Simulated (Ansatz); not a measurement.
Migration of Si in Ti

Method: Ansatz 0.2.0, DFT PBE, scalar-relativistic, plane waves, PAW. Settings: 420 eV cutoff, 4×4×4 k-mesh, shifted by half a step, Gaussian smearing of 0.10 eV, no spin polarisation.

In a supercell of 16 host sites, Si trades places with a neighbouring Ti vacancy, moving 3.01 Å between the relaxed ends. Climbing-image nudged elastic band at fixed cell with images 0 (start) to 6 (end), the path measured over all atoms, converged to 0.05 eV/Å; the order of the saddle wasn't checked, and the small cell leaves errors of about a tenth of an eV.

Command:

```bash
ansatz run input.yaml --threads 4 --pin off --max-ram 8192MiB --backend cpu --events-out ev --progress --plain --runs-dir out
```

Input:

```yaml
crystal:
  lattice:
    - [-4.1120350457, -4.1120350457, -4.1120350457]
    - [-4.1120350457, 4.1120350457, 4.1120350457]
    - [4.1120350457, 4.1120350457, -4.1120350457]
  atoms:
    - { symbol: Si, position: [0.7542577891, 0.0, 0.2457422109] }
    - { symbol: Ti, position: [0.2429377812, 0.0, 0.7570622188] }
    - { symbol: Ti, position: [0.759796319, 0.5136562573, 0.7538599383] }
    - { symbol: Ti, position: [0.7599523914, 0.2489600983, 0.0182118966] }
    - { symbol: Ti, position: [0.5064056297, 0.2478661513, 0.247686732] }
    - { symbol: Ti, position: [0.2307482017, 0.2489600983, 0.4890077069] }
    - { symbol: Ti, position: [0.0001794193, 0.2478661513, 0.7414605216] }
    - { symbol: Ti, position: [-0.0040677481, 0.0, 0.0040677481] }
    - { symbol: Ti, position: [0.752313268, 0.7521338487, 0.4935943703] }
    - { symbol: Ti, position: [0.5109922931, 0.7510399017, 0.7692517983] }
    - { symbol: Ti, position: [0.5035524429, 0.5070878737, 0.0035354308] }
    - { symbol: Ti, position: [0.2461400617, 0.4863437427, 0.240203681] }
    - { symbol: Ti, position: [-0.0035354308, 0.4929121263, 0.4964475571] }
    - { symbol: Ti, position: [0.2585394784, 0.7521338487, -0.0001794193] }
    - { symbol: Ti, position: [-0.0182118966, 0.7510399017, 0.2400476086] }
basis:
  ecutwfc: 420
  xc_grid: 2
kpoints:
  mp_grid: { grid: [4, 4, 4], shift: [0.5, 0.5, 0.5] }
hamiltonian:
  xc: pbe
scf:
  occupations: { method: gaussian, width: 0.1 }
output:
  forces: true
neb:
  images: 5
  f_tol: 0.05
  max_iterations: 70
  order_check: false
  final_atoms:
    - { symbol: Si, position: [0.4957421291, 0.0, 0.5042578709] }
    - { symbol: Ti, position: [0.2540674688, 0.0, 0.7459325312] }
    - { symbol: Ti, position: [0.7464477935, 0.4929123131, 0.7464645196] }
    - { symbol: Ti, position: [0.739007616, 0.2489600492, -0.0192518986] }
    - { symbol: Ti, position: [0.4976869952, 0.2478659908, 0.2564058014] }
    - { symbol: Ti, position: [0.2682119478, 0.2489600492, 0.5099524332] }
    - { symbol: Ti, position: [-0.0085398106, 0.2478659908, 0.7501789957] }
    - { symbol: Ti, position: [0.0070622236, 0.0, -0.0070622236] }
    - { symbol: Ti, position: [0.7435941986, 0.7521340092, 0.5023130048] }
    - { symbol: Ti, position: [0.4900475668, 0.7510399508, 0.7317880522] }
    - { symbol: Ti, position: [0.4902034817, 0.4863434753, -0.0038600064] }
    - { symbol: Ti, position: [0.2535354804, 0.5070876869, 0.2535522065] }
    - { symbol: Ti, position: [0.0038600064, 0.5136565247, 0.5097965183] }
    - { symbol: Ti, position: [0.2498210043, 0.7521340092, 0.0085398106] }
    - { symbol: Ti, position: [0.0192518986, 0.7510399508, 0.260992384] }
```

Course of the band:

| iteration | largest band force (eV/Å) | climbing image | energies over image 0 (eV) |
| --- | --- | --- | --- |
| 1 | 0.757 | none | 0.000 0.526 1.401 1.819 1.401 0.526 0.000 |
| 2 | 0.215 | 3 | 0.000 0.453 1.187 1.490 1.187 0.453 0.000 |
| 3 | 0.116 | 3 | 0.000 0.388 1.128 1.436 1.128 0.388 0.000 |
| 4 | 0.067 | 3 | 0.000 0.345 1.107 1.432 1.107 0.345 0.000 |
| 5 | 0.016 | 3 | 0.000 0.349 1.108 1.432 1.108 0.349 0.000 |

Final band:

| image | path (Å) | E − E(0) (eV) | Si x (Å) | Si y (Å) | Si z (Å) | force on Si (eV/Å) |
| --- | --- | --- | --- | --- | --- | --- |
| 0 | 0.00 | 0.000 | -2.091 | -2.091 | -4.112 | 0.01 |
| 1 | 0.55 | 0.349 | -1.784 | -1.784 | -4.112 | 1.21 |
| 2 | 1.11 | 1.108 | -1.402 | -1.402 | -4.112 | 1.00 |
| 3 | 1.66 | 1.432 | -1.028 | -1.028 | -4.112 | 0.00 |
| 4 | 2.22 | 1.108 | -0.654 | -0.654 | -4.112 | 1.00 |
| 5 | 2.77 | 0.349 | -0.272 | -0.272 | -4.112 | 1.21 |
| 6 | 3.32 | 0.000 | 0.035 | 0.035 | -4.112 | 0.01 |

Barrier 1.43 eV. The run took 12 min on 4 threads of Intel(R) Xeon(R) Platinum 8375C CPU @ 2.90GHz (Ice Lake), with other jobs on the host, peak memory 3.9 GiB.